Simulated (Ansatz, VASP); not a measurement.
## Two plane-wave programs on Zr

```xyz
1
Lattice="0.0000 2.2315 2.2315 2.2315 0.0000 2.2315 2.2315 2.2315 0.0000" Properties=species:S:1:pos:R:3 pbc="T T T"
Zr    0.0000    0.0000    0.0000
```

Alike in both runs: functional PBEsol; k mesh 16 × 16 × 16; occupations gaussian, width 0.1 eV; no spin polarisation.

Ansatz relaxed the structure, and its values are those at the end. VASP's run is a single point on that final structure, the one shown.

```csv
,VASP,Ansatz
version,VASP 6.6.1,Ansatz 0.2.0
potentials or method,"VASP PAW PBE potentials, release 64 (Zr_sv)","scalar-relativistic, plane waves, PAW"
plane-wave cutoff (eV),520,420
valence electrons in the cell,12,12
```

Ansatz gave:

| Property | Result |
| --- | --- |
| gap on the k mesh at the Fermi level (eV) | none |
| pressure (GPa) | 0.0 |

Task: Which values does VASP return?

Result: gap on the k mesh at the Fermi level (eV): none; pressure (GPa): 0.1.

A gap of «none» marks a metal or a gap that the smearing closes. With one functional, cell and mesh, what is left measures potentials, basis and numerics.

Caveats: the PAW data sets were made with another functional, which shifts forces and pressure a little (VASP).
